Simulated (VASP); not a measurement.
Calculation: revPBE GGA, VASP's PBE PAW potentials (set 64) (plane waves; VASP 6.6.1).

The input files of a VASP run:

### POSCAR
```
CsCl
1
    4.4262564414     0.0000000000     0.0000000000
    0.0000000000     4.4262564414     0.0000000000
    0.0000000000     0.0000000000     4.4262564414
Cs Cl
1 1
Direct
  0.0000000000   0.0000000000   0.0000000000
  0.5000000000   0.5000000000   0.5000000000
```

INCAR:
```
ALGO=Normal
EDIFF=1E-7
ENCUT=520
GGA=RE
ISIF=2
ISMEAR=0
LASPH=T
LCHARG=F
LMAXMIX=4
LREAL=F
LWAVE=F
NELM=100
PREC=Accurate
SIGMA=0.05
SYSTEM=CsCl
```

KPOINTS:
```
Automatic mesh
0
Gamma
6 6 6
0 0 0
```

POTCAR, in this order: Cs_sv Cl (PBE.64 set). Program: vasp_std.

Output

File OSZICAR:
```
       N       E                     dE             d eps       ncg     rms          rms(c)
DAV:   1     0.102257453644E+03    0.10226E+03   -0.67774E+03   480   0.113E+03
DAV:   2     0.119519074141E+01   -0.10106E+03   -0.95398E+02   756   0.186E+02
DAV:   3    -0.658068146090E+01   -0.77759E+01   -0.77547E+01   600   0.601E+01
DAV:   4    -0.666938384632E+01   -0.88702E-01   -0.88634E-01   576   0.774E+00
DAV:   5    -0.667082598518E+01   -0.14421E-02   -0.14416E-02   600   0.982E-01    0.256E+00
DAV:   6    -0.621292723280E+01    0.45790E+00   -0.75743E-01   560   0.452E+00    0.202E+00
DAV:   7    -0.615954528926E+01    0.53382E-01   -0.24565E-01   624   0.263E+00    0.123E+00
DAV:   8    -0.616851340000E+01   -0.89681E-02   -0.30176E-02   552   0.136E+00    0.210E-01
DAV:   9    -0.617073161669E+01   -0.22182E-02   -0.83874E-03   564   0.589E-01    0.150E-01
DAV:  10    -0.617113947866E+01   -0.40786E-03   -0.98114E-04   544   0.260E-01    0.132E-02
DAV:  11    -0.617117208241E+01   -0.32604E-04   -0.80858E-05   624   0.593E-02    0.907E-03
DAV:  12    -0.617117849484E+01   -0.64124E-05   -0.27394E-05   556   0.399E-02    0.508E-03
DAV:  13    -0.617117824182E+01    0.25301E-06   -0.58031E-07   608   0.609E-03    0.250E-03
DAV:  14    -0.617117833129E+01   -0.89465E-07   -0.44742E-07   600   0.423E-03
   1 F= -.61711783E+01 E0= -.61711783E+01  d E =-.789729E-15
```

OUTCAR:
```
------------------------ aborting loop because EDIFF is reached ----------------------------------------
  FORCE on cell =-STRESS in cart. coord.  units (eV):
  Direction    XX          YY          ZZ          XY          YZ          ZX
  --------------------------------------------------------------------------------------
  Total       -0.2701008     -0.2701008     -0.2701008      0.0000000      0.0000000      0.0000000
  in kB       -4.9903015     -4.9903015     -4.9903015      0.0000000      0.0000000      0.0000000
  external PRESSURE =      -4.9903015 kB  Pullay stress =       0.0000000 kB
  volume of cell :       86.72
      direct lattice vectors                 reciprocal lattice vectors
     4.426256441  0.000000000  0.000000000     0.225924551  0.000000000  0.000000000
     0.000000000  4.426256441  0.000000000     0.000000000  0.225924551  0.000000000
     0.000000000  0.000000000  4.426256441     0.000000000  0.000000000  0.225924551
 POSITION                                       TOTAL-FORCE (eV/Angst)
 -----------------------------------------------------------------------------------
      0.00000      0.00000      0.00000         0.000000      0.000000      0.000000
      2.21313      2.21313      2.21313         0.000000      0.000000      0.000000
 -----------------------------------------------------------------------------------
    total drift:                                0.000000      0.000000      0.000000
  FREE ENERGIE OF THE ION-ELECTRON SYSTEM (eV)
  ---------------------------------------------------
  free  energy   TOTEN  =        -6.1711783313 eV

  energy  without entropy=       -6.1711783313  energy(sigma->0) =       -6.17117833
```
(Selected blocks of OUTCAR.)

**OUTCAR**
```
 val. band max:       -1.1195363377   @ k =   0.5000   0.5000   0.0000

 cond. band min:       3.5447996638   @ k =   0.0000   0.0000   0.0000


 Fermi energy:        -0.8598845800

 k-point     1 :       0.0000    0.0000    0.0000
  band No.  band energies     occupation
      1     -20.9644      2.00000
      2     -13.0784      2.00000
      3      -7.5788      2.00000
      4      -7.5788      2.00000
      5      -7.5788      2.00000
      6      -1.1360      2.00000
      7      -1.1360      2.00000
      8      -1.1360      2.00000
      9       3.5448      0.00000
     10       4.4953      0.00000
     11       4.4953      0.00000
     12       8.0945      0.00000

 k-point     2 :       0.1667    0.0000    0.0000
  band No.  band energies     occupation
      1     -20.9566      2.00000
      2     -13.0783      2.00000
      3      -7.6654      2.00000
      4      -7.5642      2.00000
      5      -7.5642      2.00000
      6      -1.3560      2.00000
      7      -1.1587      2.00000
      8      -1.1587      2.00000
      9       4.0301      0.00000
     10       4.6375      0.00000
     11       4.9470      0.00000
     12       7.9078      0.00000

 k-point     3 :       0.3333    0.0000    0.0000
  band No.  band energies     occupation
      1     -20.9408      2.00000
      2     -13.0788      2.00000
      3      -7.8286      2.00000
      4      -7.5347      2.00000
      5      -7.5347      2.00000
      6      -1.7312      2.00000
      7      -1.2055      2.00000
      8      -1.2055      2.00000
      9       4.9921      0.00000
     10       5.0566      0.00000
     11       6.0273      0.00000
     12       7.6336      0.00000

 k-point     4 :       0.5000    0.0000    0.0000
  band No.  band energies     occupation
      1     -20.9328      2.00000
      2     -13.0792      2.00000
      3      -7.9057      2.00000
      4      -7.5197      2.00000
      5      -7.5197      2.00000
      6      -1.8962      2.00000
...
```

Unless said otherwise, spin-orbit coupling is left out, though it shifts the bands of the heavy elements here.

The compound is CsCl in the CsCl type structure. This cell is one point of a volume scan, at 1.06 of the reference volume.
